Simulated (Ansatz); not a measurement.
Geometry optimisation, RKS PBE0-D4/6-31G* in Ansatz 0.2.0.

Input:

```yaml
crystal:
  periodic: [false, false, false]
  atoms:
    - { symbol: C, position_ang: [-0.3479, 0.55551, -0.16318] }
    - { symbol: C, position_ang: [0.48328, -0.74186, 0.21288] }
    - { symbol: O, position_ang: [0.86382, -0.80843, 1.39047] }
    - { symbol: O, position_ang: [0.65334, -1.55468, -0.70711] }
    - { symbol: H, position_ang: [-0.27492, 0.75461, -1.23144] }
    - { symbol: H, position_ang: [0.01601, 1.4108, 0.40426] }
    - { symbol: H, position_ang: [-1.39362, 0.38405, 0.09412] }
total_charge: -1
basis:
  gaussian: { orbitals: "6-31G*" }
hamiltonian:
  xc: pbe0
  dispersion: d4
relax:
  f_tol: 0.02
  max_steps: 40
scf:
  lower_state_search: "off"
```

Command:

```bash
$ ansatz run input.yaml --threads 1 --pin off --max-ram 2048MiB --backend cpu --events-out ev --progress --plain --runs-dir out
```

Problem. Where does it end, and by what steps?

Solution. The run converged. Limits of this set-up: an anion without diffuse functions, the dipole of an ion depends on the origin. After 5 steps the energy has fallen by 0.025 eV; C1 moved furthest, 0.02 Å.

```
step  energy less start (eV)  largest force component (eV/Å)  accepted
   0                  0.0000                           1.004       yes
   1                 -0.0066                           0.823       yes
   2                 -0.0231                           0.255       yes
   3                 -0.0238                           0.199       yes
   4                 -0.0252                           0.086       yes
   5                 -0.0255                           0.001       yes
```

```xyz
7
Properties=species:S:1:pos:R:3
C -0.332 0.542 -0.162
C 0.489 -0.737 0.209
O 0.856 -0.799 1.405
O 0.647 -1.560 -0.722
H -0.282 0.757 -1.237
H 0.012 1.414 0.410
H -1.390 0.383 0.096
```

Run time: 16 s on 1 thread of Intel(R) Xeon(R) Processor @ 2.70GHz (shared host), peak memory 0.12 GiB.
